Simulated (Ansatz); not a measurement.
# KF: response to strain

Start from KF in the rock salt structure (space group Fm-3m, No. 225; a = 5.4207 Å).

Strains are applied to the cell and any free atomic positions relax.

Calculations: Kohn–Sham DFT with the PBE functional, run in Ansatz (a first-principles code) with PAW and 420 eV plane waves, no SOC.

Notes on the quantities. energy relative to the base: free energy F.

| change | energy relative to the base | electron mass | band gap | shortest interatomic distance | pressure |
|---|---|---|---|---|---|
| base | 0 meV/atom | 0.55 mₑ (at Γ) | 5.96 eV | 2.710 Å | 0.00 GPa |
| isotropic strain −3.00 % | ? | 0.54 mₑ (at Γ) | ? | 2.629 Å | ? |
| isotropic strain −2.50 % | +11 meV/atom | 0.54 mₑ (at Γ) | 6.36 eV | 2.643 Å | 2.64 GPa |
| isotropic strain −2.00 % | +7.0 meV/atom | 0.54 mₑ (at Γ) | 6.28 eV | 2.656 Å | 2.03 GPa |
| isotropic strain −1.50 % | +3.9 meV/atom | 0.54 mₑ (at Γ) | 6.19 eV | 2.670 Å | 1.47 GPa |
| isotropic strain +0.50 % | +0.4 meV/atom | 0.55 mₑ (at Γ) | 5.89 eV | 2.724 Å | -0.42 GPa |
| isotropic strain +1.00 % | +1.6 meV/atom | 0.55 mₑ (at Γ) | 5.81 eV | 2.737 Å | -0.80 GPa |
| isotropic strain +1.50 % | +3.4 meV/atom | 0.56 mₑ (at Γ) | 5.74 eV | 2.751 Å | -1.16 GPa |
| isotropic strain +2.00 % | +6.0 meV/atom | 0.56 mₑ (at Γ) | 5.67 eV | 2.765 Å | -1.49 GPa |
| isotropic strain +2.50 % | +9.2 meV/atom | 0.56 mₑ (at Γ) | 5.61 eV | 2.778 Å | -1.80 GPa |

Problem. Some entries are withheld; estimate them.

Solution. 
- isotropic strain −3.00 %, energy relative to the base: +16 meV/atom
- isotropic strain −3.00 %, band gap: 6.44 eV
- isotropic strain −3.00 %, pressure: 3.30 GPa

Masses are band curvatures over ±0.01 Å⁻¹ around the edge. Stability against distortions was not tested.
